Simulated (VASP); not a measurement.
# ZnS (Wurtzite-2H) (P6_3mc) in VASP: further runs

One crystal, ZnS (Wurtzite-2H), is run at these levels: HSE06; tasks: single point.

Program: VASP 6.6.1. These are calculated values, not measurements. Logs are shortened: lines on timing, memory, paths and dates and some standing lists are left out, and cuts for length are marked.

## Step 1: The crystal as given

The structure is hexagonal, space group P6_3mc (No. 186). Conventional cell: a = 3.811 Å, b = 3.811 Å, c = 6.234 Å, α = 90.00°, β = 90.00°, γ = 120.00°. Around Zn (site symmetry 3m) lie 4 S at 2.31 to 2.40 Å. S (site symmetry 3m) is surrounded by 4 Zn at 2.31 to 2.40 Å.

## Step 2: Single point, HSE06

File POSCAR:

```
ZnS
1.0
    3.8110000000      0.0000000000      0.0000000000
   -1.9055000000      3.3004228138      0.0000000000
    0.0000000000      0.0000000000      6.2340000000
Zn S
2 2
Direct
    0.6666666667      0.3333333333      0.5000000000
    0.3333333333      0.6666666667      0.0000000000
    0.6666666667      0.3333333333      0.8850000000
    0.3333333333      0.6666666667      0.3850000000
```

File INCAR.step1:

```
SYSTEM = ZnS
PREC = Accurate
ENCUT = 350
EDIFF = 1E-5
ISMEAR = 0
SIGMA = 0.01
LREAL = .FALSE.
LASPH = .TRUE.
NELM = 100
ALGO = Normal
ISIF = 2
LWAVE = .TRUE.
LCHARG = .FALSE.
NBANDS = 26
NKRED = 1
GGA = PE
```

File INCAR.step2:

```
SYSTEM = ZnS
PREC = Accurate
ENCUT = 350
EDIFF = 1E-6
ISMEAR = 0
SIGMA = 0.01
LREAL = .FALSE.
LASPH = .TRUE.
NELM = 100
ALGO = Normal
ISIF = 2
LWAVE = .FALSE.
LCHARG = .FALSE.
GGA = PE
LHFCALC = .TRUE.
HFSCREEN = 0.2
PRECFOCK = Low
NBANDS = 26
NKRED = 1
ISTART = 1
```

File KPOINTS:

```
Automatic mesh
0
G
  4 4 3
  0 0 0
```

Potentials or basis: VASP PAW PBE potentials, release 64 (Zn, S).

Command:

```sh
cat potpaw_PBE.64/Zn/POTCAR potpaw_PBE.64/S/POTCAR > POTCAR
cp INCAR.step1 INCAR
mpirun -np 1 vasp_std > vasp.out
cp INCAR.step2 INCAR
mpirun -np 1 vasp_std > vasp.out
```

OUTCAR:

```text
SYSTEM = ZnS
   PREC = Accurate
   ENCUT = 350
   EDIFF = 1E-6
   ISMEAR = 0
   LREAL = .FALSE.
   LASPH = .TRUE.
   NELM = 100
   ISIF = 2
   GGA = PE
   LHFCALC = .TRUE.
   HFSCREEN = 0.2
   PRECFOCK = Low
   NKRED = 1
   ISTART = 1

 Found      8 irreducible k-points:

 Following reciprocal coordinates:
            Coordinates               Weight
  0.000000  0.000000  0.000000      1.000000
  0.250000  0.000000  0.000000      6.000000
  0.500000  0.000000  0.000000      3.000000
  0.250000  0.250000  0.000000      6.000000
  0.000000  0.000000  0.333333      2.000000
  0.250000  0.000000  0.333333     12.000000
   k-points           NKPTS =      8   k-points in BZ     NKDIM =     48   number of bands    NBANDS=     26
   number of dos      NEDOS =    301   number of ions     NIONS =      4
   total plane-waves  NPLWV =  23040
   dimension x,y,z NGX =    24 NGY =   24 NGZ =   40
   dimension x,y,z NGXF=    48 NGYF=   48 NGZF=   80
   ions per type =               2   2
   NGX,Y,Z   is equivalent  to a cutoff of  10.47, 10.47, 10.67 a.u.
   NGXF,Y,Z  is equivalent  to a cutoff of  20.94, 20.94, 21.33 a.u.
 SYSTEM =  ZnS
   PREC   = accura    normal or accurate (medium, high low for compatibility)
   ISTART =      1    job   : 0-new  1-cont  2-samecut
   ICHARG =      0    charge: 1-file 2-atom 10-const
   ISPIN  =      1    spin polarized calculation?
   LNONCOLLINEAR =      F non collinear calculations
   LSORBIT =      F    spin-orbit coupling
   LASPH  =      T    aspherical Exc in radial PAW
   ENCUT  =  350.0 eV  25.72 Ry    5.07 a.u.   5.81  5.81  9.51*2*pi/ulx,y,z
   NELM   =    100;   NELMIN=  2; NELMDL=  0     # of ELM steps
   EDIFF  = 0.1E-05   stopping-criterion for ELM
   LREAL  =      F    real-space projection
   EDIFFG = 0.1E-04   stopping-criterion for IOM
   NSW    =      0    number of steps for IOM
   IBRION =     -1    ionic relax: 0-MD 1-quasi-New 2-CG
   NFREE  =      0    steps in history (QN), initial steepest desc. (CG)
   ISIF   =      2    stress and relaxation
   ISYM   =      3    0-nonsym 1-usesym 2-fastsym
   POTIM  = 0.5000    time-step for ionic-motion
   TEBEG  =    0.0;   TEEND  =   0.0 temperature during run
   PSTRESS=    0.0 pullay stress
   NELECT =      36.0000    total number of electrons
   NUPDOWN=      -1.0000    fix difference up-down
   EMIN   =  10.00;   EMAX   =-10.00  energy-range for DOS
   EFERMI =   0.00;   METHOD = LEGACY
   ISMEAR =     0;   SIGMA  =   0.01  broadening in eV -4-tet -1-fermi 0-gaus
   EFERMI_NEDOS =   21; number of points for ismear=-14 and -15
   IALGO  =     38    algorithm
   IMIX   =      1    mixing-type and parameters
     AMIX     =   0.40;   BMIX     =  1.00
     AMIX_MAG =   1.60;   BMIX_MAG =  1.00
  volume/ion in A,a.u.               =      19.60       132.29
  Fermi-wavevector in a.u.,A,eV,Ry     =   1.262943  2.386617 21.701647  1.595026
  Thomas-Fermi vector in A             =   2.396326
   LORBIT       =      0    0 simple, 1 ext, 2 COOP (PROOUT), +10 PAW based schemes
   GGA     = PE    functional components
   LHFCALC =     T    Hartree Fock is set to
   PRECFOCK=low       Normal, Fast or Accurate (Low or Medium for compatibility)
   ENCUT4O =  -1.0   cutoff for four orbital integrals eV
   NKREDX  =     1    reduce k-point grid by
   NKREDY  =     1    reduce k-point grid by
   NKREDZ  =     1    reduce k-point grid by
   AEXX    =    0.2500 exact exchange contribution
   HFSCREEN=    0.2000 screening length (either q_TF or 0.3 A-1)
   HFSCREENC=   0.2000 screening length for correlation (either q_TF or 0.3 A-1)
   ENCUTFOCK=  -1.0 apply spherical cutoff to Coloumb kernel
   IVDW    =     0    specifies the selected vdW correction
   LEPSILON=     F    determine dielectric tensor
   LRPA    =     F    only Hartree local field effects (RPA)
 non-spin polarized calculation
 Gauss-broadening in eV      SIGMA  =   0.01
  energy-cutoff  :      350.00
  volume of cell :       78.41
 maximum number of plane-waves:      1176
 NGX is ok and might be reduce to    24
  NGX = 14; NGY = 14; NGZ = 24

 number of electron      35.9999988 magnetization

 Free energy of the ion-electron system (eV)
  ---------------------------------------------------
  ext. energy  EPLUGINS =         0.00000000
  ---------------------------------------------------
  free energy    TOTEN  =       -16.66988319 eV

  energy without entropy =      -16.66988319  energy(sigma->0) =      -16.66988319

 E-fermi :   1.5067     XC(G=0):  -7.9722

 val. band max:        1.4567636212   @ k =   0.0000   0.0000   0.0000
 cond. band min:       4.9316777208   @ k =   0.0000   0.0000   0.0000
 fundamental gap:      3.4749140996
 Fermi energy:         1.5067317695

 k-point     1 :       0.0000    0.0000    0.0000
  band No.  band energies     occupation
      1     -12.9477      2.00000
      2     -11.9615      2.00000
      3      -6.4288      2.00000
      4      -6.4285      2.00000
      5      -6.3711      2.00000
      6      -6.3645      2.00000
      7      -6.3643      2.00000
      8      -6.0069      2.00000
      9      -6.0059      2.00000
     10      -5.9373      2.00000
     11      -5.9361      2.00000
     12      -5.7191      2.00000
     13      -4.0671      2.00000
     14       0.5088      2.00000
     15       0.5088      2.00000
     16       1.4195      2.00000
     17       1.4195      2.00000
     18       1.4568      2.00000
     19       4.9317      0.00000
     20       5.6902      0.00000
     21       9.0286      0.00000
     22       9.0286      0.00000
     23       9.3611      0.00000
     24      10.4362      0.00000
     25      10.4362      0.00000
     26      12.1845      0.00000

 k-point     2 :       0.2500    0.0000    0.0000
  band No.  band energies     occupation
      1     -12.5268      2.00000
      2     -11.7479      2.00000
      3      -6.3870      2.00000
      4      -6.3541      2.00000
      5      -6.3128      2.00000
      6      -6.2602      2.00000
      7      -6.2578      2.00000
      8      -6.0479      2.00000
      9      -6.0076      2.00000
     10      -6.0005      2.00000
     11      -5.9229      2.00000
     12      -5.6220      2.00000
     13      -3.5310      2.00000
     14      -1.7746      2.00000
     15      -0.9683      2.00000
     16      -0.3002      2.00000
     17       0.8856      2.00000
     18       0.8930      2.00000
     19       6.6428      0.00000
     20       6.7510      0.00000
     21       8.6739      0.00000
     22       9.2868      0.00000
     23       9.9415      0.00000
     24      10.6176      0.00000
     25      11.2696      0.00000
     26      11.7660      0.00000

 k-point     3 :       0.5000    0.0000    0.0000
  band No.  band energies     occupation
      1     -11.9494      2.00000
      2     -11.6115      2.00000
      3      -6.3460      2.00000
      4      -6.3011      2.00000
      5      -6.1543      2.00000
      6      -6.1257      2.00000
      7      -6.1176      2.00000
      8      -6.0722      2.00000
      9      -5.9556      2.00000
     10      -5.9043      2.00000
     11      -5.7646      2.00000
     12      -5.6995      2.00000
     13      -3.8295      2.00000
     14      -3.0799      2.00000
     15      -1.9230      2.00000
     16      -0.9592      2.00000
     17      -0.2141      2.00000
     18       0.3947      2.00000
     19       6.1879      0.00000
     20       7.0105      0.00000
     21       7.7061      0.00000
     22       9.8444      0.00000
     23      10.3362      0.00000
     24      11.2469      0.00000
     25      11.8269      0.00000
     26      14.2649      0.00000

 k-point     4 :       0.2500    0.2500    0.0000
  band No.  band energies     occupation
      1     -11.9687      2.00000
      2     -11.6034      2.00000
      3      -6.3456      2.00000
      4      -6.2531      2.00000
      5      -6.1779      2.00000
      6      -6.1508      2.00000
      7      -6.0602      2.00000
      8      -6.0320      2.00000
      9      -6.0293      2.00000
     10      -5.9971      2.00000
     11      -5.8588      2.00000
     12      -5.5219      2.00000
     13      -3.4497      2.00000
     14      -2.7292      2.00000
     15      -1.9128      2.00000
     16      -1.7439      2.00000
     17      -0.4476      2.00000
     18      -0.0876      2.00000
     19       7.4001      0.00000
     20       8.1579      0.00000
     21       8.5851      0.00000
     22       9.3855      0.00000
     23      10.0246      0.00000
     24      11.1635      0.00000
     25      11.3601      0.00000
     26      12.5677      0.00000

 k-point     5 :       0.0000    0.0000    0.3333
  band No.  band energies     occupation
      1     -12.7279      2.00000
      2     -12.2380      2.00000
      3      -6.4174      2.00000
      4      -6.4171      2.00000
      5      -6.3853      2.00000
      6      -6.3851      2.00000
      7      -6.3439      2.00000
      8      -6.1231      2.00000
      9      -5.9861      2.00000
     10      -5.9851      2.00000
     11      -5.9513      2.00000
     12      -5.9502      2.00000
     13      -2.7199      2.00000
     14      -0.2709      2.00000
     15       0.7225      2.00000
     16       0.7226      2.00000
     17       1.1768      2.00000
     18       1.1768      2.00000
     19       5.9937      0.00000
     20       6.1256      0.00000
     21       8.9728      0.00000
     22       9.1954      0.00000
     23       9.1954      0.00000
     24       9.8592      0.00000
     25       9.8592      0.00000
     26      10.7008      0.00000

 k-point     6 :       0.2500    0.0000    0.3333
  band No.  band energies     occupation
      1     -12.3444      2.00000
      2     -11.9551      2.00000
      3      -6.3712      2.00000
      4      -6.3330      2.00000
      5      -6.3325      2.00000
      6      -6.2860      2.00000
      7      -6.2586      2.00000
      8      -6.1379      2.00000
      9      -5.9848      2.00000
     10      -5.9812      2.00000
     11      -5.9425      2.00000
     12      -5.8558      2.00000
     13      -2.7670      2.00000
     14      -1.7057      2.00000
     15      -1.0369      2.00000
     16      -0.0309      2.00000
     17       0.4045      2.00000
     18       0.5606      2.00000
     19       6.5501      0.00000
     20       7.2700      0.00000
     21       8.2441      0.00000
     22       8.9743      0.00000
     23      10.1436      0.00000
     24      10.4553      0.00000
     25      11.0093      0.00000
     26      11.5565      0.00000

 [... further k-points ...]

------------------------ aborting loop because EDIFF is reached ----------------------------------------

  FORCE on cell =-STRESS in cart. coord.  units (eV):
  Direction    XX          YY          ZZ          XY          YZ          ZX
  --------------------------------------------------------------------------------------
  -------------------------------------------------------------------------------------
  Total        1.0566385      1.0566385     -0.0766231      0.0000000      0.0000000      0.0000000
  in kB       21.5904505     21.5904505     -1.5656507      0.0000000      0.0000000      0.0000000
  external PRESSURE =      13.8717501 kB  Pullay stress =       0.0000000 kB

 VOLUME and BASIS-vectors are now :
 -----------------------------------------------------------------------------
  energy-cutoff  :      350.00
  volume of cell :       78.41
      direct lattice vectors                 reciprocal lattice vectors
     3.811000000  0.000000000  0.000000000     0.262398321  0.151495741  0.000000000
    -1.905500000  3.300422814  0.000000000     0.000000000  0.302991482  0.000000000
     0.000000000  0.000000000  6.234000000     0.000000000  0.000000000  0.160410651

 POSITION                                       TOTAL-FORCE (eV/Angst)
 -----------------------------------------------------------------------------------
      1.90550      1.10014      3.11700         0.000000      0.000000      0.342361
     -0.00000      2.20028      0.00000        -0.000000      0.000000      0.342361
      1.90550      1.10014      5.51709         0.000000      0.000000     -0.342361
     -0.00000      2.20028      2.40009         0.000000     -0.000000     -0.342361
 -----------------------------------------------------------------------------------
    total drift:                               -0.000000     -0.000001     -0.022349

  FREE ENERGIE OF THE ION-ELECTRON SYSTEM (eV)
  ---------------------------------------------------
  free  energy   TOTEN  =       -16.6698831936 eV

  energy  without entropy=      -16.6698831936  energy(sigma->0) =      -16.66988319
```

Wall time 3 min (1 thread of Intel Xeon 6975P-C (Granite Rapids), shared host); peak memory 0.26 GiB.

The run converged, but some of its settings lie outside the range that counts as converged, so its numbers aren't taken as properties of the crystal.

What came out:

```
Free energy            : -16.6699 eV
Pressure               : 1.4 GPa
Largest force          : 0.342 eV/Å
Band gap on the k mesh : 3.47 eV, direct
```

Caveat: the k mesh is coarse (spacing up to 0.48 Å⁻¹), so the values aren't converged, least of all with exact exchange; the PAW data sets were made with another functional, which shifts forces and pressure a little.

## Step 3: Single point, HSE06

POSCAR is that of step 2.

INCAR.step1 is that of step 2.

INCAR.step2, as its differences from that of step 2:

```diff
@@ -16,3 +16,3 @@
 HFSCREEN = 0.2
-PRECFOCK = Low
+PRECFOCK = Accurate
 NBANDS = 26
```

KPOINTS is that of step 2.

Potentials or basis: VASP PAW PBE potentials, release 64 (Zn, S).

Command:

```sh
cat potpaw_PBE.64/Zn/POTCAR potpaw_PBE.64/S/POTCAR > POTCAR
cp INCAR.step1 INCAR
mpirun -np 1 vasp_std > vasp.out
cp INCAR.step2 INCAR
mpirun -np 1 vasp_std > vasp.out
```

It took 13 min on 1 thread of Intel Xeon 6975P-C (Granite Rapids), shared host; peak memory 0.28 GiB.

These settings aren't checked as converged: the numbers below hold their error.

What came out:

* Free energy: -16.7045 eV
* Pressure: 1.5 GPa
* Largest force: 0.336 eV/Å
* Band gap on the k mesh: 3.48 eV, direct

Caveat: the k mesh is coarse (spacing up to 0.48 Å⁻¹), so the values aren't converged, least of all with exact exchange; the PAW data sets were made with another functional, which shifts forces and pressure a little.

## Step 4: Single point, HSE06

POSCAR is that of step 3.

INCAR.step1, as its differences from that of step 3:

```diff
@@ -2,3 +2,3 @@
 PREC = Accurate
-ENCUT = 350
+ENCUT = 300
 EDIFF = 1E-5
```

INCAR.step2, as its differences from that of step 3:

```diff
@@ -2,3 +2,3 @@
 PREC = Accurate
-ENCUT = 350
+ENCUT = 300
 EDIFF = 1E-6
@@ -16,3 +16,3 @@
 HFSCREEN = 0.2
-PRECFOCK = Accurate
+PRECFOCK = Fast
 NBANDS = 26
```

File KPOINTS:

```
Automatic mesh
0
G
  5 5 3
  0 0 0
```

Command:

```sh
cat potpaw_PBE.64/Zn/POTCAR potpaw_PBE.64/S/POTCAR > POTCAR
cp INCAR.step1 INCAR
mpirun -np 1 vasp_std > vasp.out
cp INCAR.step2 INCAR
mpirun -np 1 vasp_std > vasp.out
```

Wall time 4.5 min (1 thread of Intel Xeon 6975P-C (Granite Rapids), shared host); peak memory 0.25 GiB.

These settings aren't checked as converged: the numbers below hold their error.

Results:

```
Free energy            : -16.7224 eV
Largest force          : 0.327 eV/Å
Band gap on the k mesh : 3.47 eV, direct
```

Caveat: the cutoff is under 1.25 times the usual one of these potentials, so pressure, stress and relaxed cells hold a basis-set (Pulay) error; the PAW data sets were made with another functional, which shifts forces and pressure a little.

(Part 1 of 2 ends here.)
